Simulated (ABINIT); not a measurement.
AlV2C:

```
V Al C
1.0
     2.88760    0.00000    0.00000
    -1.44380    2.50073    0.00000
     0.00000    0.00000   13.10482
V Al C
4 2 2
Direct
  0.33333 0.66667 0.91362
  0.66667 0.33333 0.08638
  0.66667 0.33333 0.41362
  0.33333 0.66667 0.58638
  0.66667 0.33333 0.75000
  0.33333 0.66667 0.25000
  0.00000 0.00000 0.50000
  0.00000 0.00000 0.00000
```

The cell comes from a database or a generator and needn't be the stable form of this composition.

Base run:

| Item | Value |
| --- | --- |
| Program | ABINIT 10.8.3 (patched build) |
| Functional | PBE |
| Potentials or basis | JTH PAW PBE v2.0 |
| Cutoff | 517 eV |
| k mesh | 9 × 9 × 2 |
| Occupations | fermi-dirac, width 0.05 eV |
| Spin | collinear spin, ferromagnetic start |
| Starting moments | [2.0, 2.0, 2.0, 2.0, 0.0, 0.0, 0.0, 0.0] μB |

Its results: band gap on the k mesh none (metal or under the smearing width); pressure 2.8 GPa; net moment 0.00 μB per cell; largest force 0.256 eV/Å.

Task: The run is repeated on the same cell with these changes: functional from PBE to LDA; potentials or basis from JTH PAW PBE v2.0 to JTH PAW LDA v2.0. What comes out?

Result: Band gap on the k mesh none (metal or under the smearing width); pressure -8.0 GPa; net moment 0.00 μB per cell; largest force 0.725 eV/Å.
